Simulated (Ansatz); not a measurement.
# Al20P: the cost of one run

Program: Ansatz 0.2.0. Level of theory: DFT PBEsol, plane waves, PAW, scalar-relativistic, no spin polarisation. These are calculated values, not measurements.

## 1. The starting structure

The cell holds 21 atoms (Al20P): a = 8.100 Å, b = 5.728 Å, c = 18.728 Å, α = 90.00°, β = 90.00°, γ = 90.00°.

As a file:

```xyz
21
Lattice="8.1000 0.0000 0.0000 0.0000 5.7276 0.0000 0.0000 0.0000 18.7276" Properties=species:S:1:pos:R:3 pbc="T T T"
Al    0.0000    0.0000    1.0000
Al    4.0500    0.0000    1.0000
Al    0.0000    2.8638    1.0000
Al    4.0500    2.8638    1.0000
Al    2.0250    1.4319    2.4319
Al    6.0750    1.4319    2.4319
Al    2.0250    4.2957    2.4319
Al    6.0750    4.2957    2.4319
Al    0.0000    0.0000    3.8638
Al    4.0500    0.0000    3.8638
Al    0.0000    2.8638    3.8638
Al    4.0500    2.8638    3.8638
Al    2.0250    1.4319    5.2957
Al    6.0750    1.4319    5.2957
Al    2.0250    4.2957    5.2957
Al    6.0750    4.2957    5.2957
Al    0.0000    0.0000    6.7276
Al    4.0500    0.0000    6.7276
Al    0.0000    2.8638    6.7276
Al    4.0500    2.8638    6.7276
P    -0.1252    1.4951    8.6076
```

## 2. End point A

input.yaml

```yaml
crystal:
  lattice:
    - [8.1, 0.0, 0.0]
    - [0.0, 5.727565, 0.0]
    - [0.0, 0.0, 18.727565]
  atoms:
    - { symbol: Al, position: [0.0, 0.0, 0.0533972] }
    - { symbol: Al, position: [0.5, 0.0, 0.0533972] }
    - { symbol: Al, position: [0.0, 0.5, 0.0533972] }
    - { symbol: Al, position: [0.5, 0.5, 0.0533972] }
    - { symbol: Al, position: [0.25, 0.25, 0.1298562] }
    - { symbol: Al, position: [0.75, 0.25, 0.1298562] }
    - { symbol: Al, position: [0.25, 0.75, 0.1298562] }
    - { symbol: Al, position: [0.75, 0.75, 0.1298562] }
    - { symbol: Al, position: [0.0, 0.0, 0.2063153] }
    - { symbol: Al, position: [0.5, 0.0, 0.2063153] }
    - { symbol: Al, position: [0.0, 0.5, 0.2063153] }
    - { symbol: Al, position: [0.5, 0.5, 0.2063153] }
    - { symbol: Al, position: [0.25, 0.25, 0.2827743] }
    - { symbol: Al, position: [0.75, 0.25, 0.2827743] }
    - { symbol: Al, position: [0.25, 0.75, 0.2827743] }
    - { symbol: Al, position: [0.75, 0.75, 0.2827743] }
    - { symbol: Al, position: [0.0, 0.0, 0.3592333] }
    - { symbol: Al, position: [0.5, 0.0, 0.3592333] }
    - { symbol: Al, position: [0.0, 0.5, 0.3592333] }
    - { symbol: Al, position: [0.5, 0.5, 0.3592333] }
    - { symbol: P, position: [-0.0154533, 0.2610353, 0.4596201] }
basis:
  ecutwfc: 420.0
kpoints:
  mp_grid: { grid: [3, 4, 1] }
hamiltonian:
  xc: pbesol
  pseudopotentials: { kind: paw, azcp: { folder: soft_1 } }
scf:
  occupations: { method: fermi_dirac, width: 0.1 }
  lower_state_search: "off"
relax:
  f_tol: 0.03
  max_steps: 60
  adjacent_minimum: "off"
  constraints: [{ sites: [0, 1, 2, 3, 4, 5, 6, 7] }]
```

Started as:

```bash
$ ansatz run input.yaml --threads 2 --pin off --max-ram 5120MiB --backend cpu --events-out ev --progress --plain --runs-dir out
```

Q: Estimate wall time and peak memory on 2 threads of Intel Xeon 6975P-C (Granite Rapids), shared host.

About 1.9 min, with a peak of 1.1 GiB.
